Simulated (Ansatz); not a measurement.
# GdN: the cost of one run

Program: Ansatz 0.2.0. Level of theory: DFT r²SCAN, scalar-relativistic, plane waves, PAW (the target; the first runs use scalar-relativistic PBE). These are calculated values, not measurements.

2 further runs of the same task are left out: 2 that didn't finish. Runs told in other sessions of the task aren't counted.

### Step 1. The starting structure

The structure is cubic, space group Pm-3m (No. 221). The conventional cell has a = 2.974 Å, b = 2.974 Å, c = 2.974 Å, α = 90.00°, β = 90.00°, γ = 90.00°. Gd (site symmetry m-3m) is surrounded by 8 N at 2.58 Å. N (site symmetry m-3m) has 8 Gd at 2.58 Å in its first shell of neighbours.

Structure file:

```xyz
2
Lattice="2.9739 0.0000 0.0000 0.0000 2.9739 0.0000 0.0000 0.0000 2.9739" Properties=species:S:1:pos:R:3 pbc="T T T"
Gd    0.0000    0.0000    0.0000
N     1.4869    1.4869    1.4869
```

Starting moments: Gd 7.00 μB.

### Step 2. At the starting volume (PBE, 6×6×6 mesh)

Input file input.yaml:

```yaml
crystal:
  lattice:
    - [2.9738596452, 0.0, 0.0]
    - [0.0, 2.9738596452, 0.0]
    - [0.0, 0.0, 2.9738596452]
  atoms:
    - { symbol: Gd, position: [0.0, 0.0, 0.0], spin: 7.0 }
    - { symbol: "N", position: [0.5, 0.5, 0.5] }
basis:
  ecutwfc: 420
  ecutrho_ratio: 4
kpoints:
  mp_grid: { grid: [6, 6, 6] }
hamiltonian:
  xc: pbe
scf:
  occupations: { method: gaussian, width: 0.05 }
output:
  forces: true
  stress: true
  eigenvalues: true
  populations: true
magnetization:
  spin_polarized: true
```

Started as:

```bash
ansatz run input.yaml --threads 2 --pin off --max-ram 2662MiB --backend cpu --events-out ev --progress --plain --runs-dir out
```

Q: Estimate wall time and peak memory on 2 threads of Arm Neoverse V2, shared host.

About 1.4 s, with a peak of 0.32 GiB.
